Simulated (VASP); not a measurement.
The system is PbF2 (Fluorocronite).

```xyz
3
Lattice="0.0000 2.9637 2.9637 2.9637 0.0000 2.9637 2.9637 2.9637 0.0000" Properties=species:S:1:pos:R:3 pbc="T T T"
Pb    0.0000    0.0000    0.0000
F     4.4455    4.4455    4.4455
F     1.4818    1.4818    1.4818
```

Base run:

```yaml
Program: VASP 6.6.1
Functional: LDA
Potentials_or_basis: VASP PAW LDA potentials, release 64 (Pb_d, F)
Cutoff: 520 eV
k_mesh: 8 × 8 × 8
Occupations: gaussian, width 0.02 eV
Spin: no spin polarisation
```

Its results: band gap on the k mesh 4.22 eV, indirect (least direct gap 4.38 eV).

Q: The run is repeated on the same cell with these changes: functional from LDA to r2SCAN; potentials or basis from VASP PAW LDA potentials, release 64 (Pb_d, F) to VASP PAW PBE potentials, release 64 (Pb_d, F). What comes out?

A: Band gap on the k mesh 4.93 eV, indirect (least direct gap 5.08 eV).

Caveats: spin-orbit coupling is left out, which as a rule narrows the gap of such compounds by several tenths of an eV.
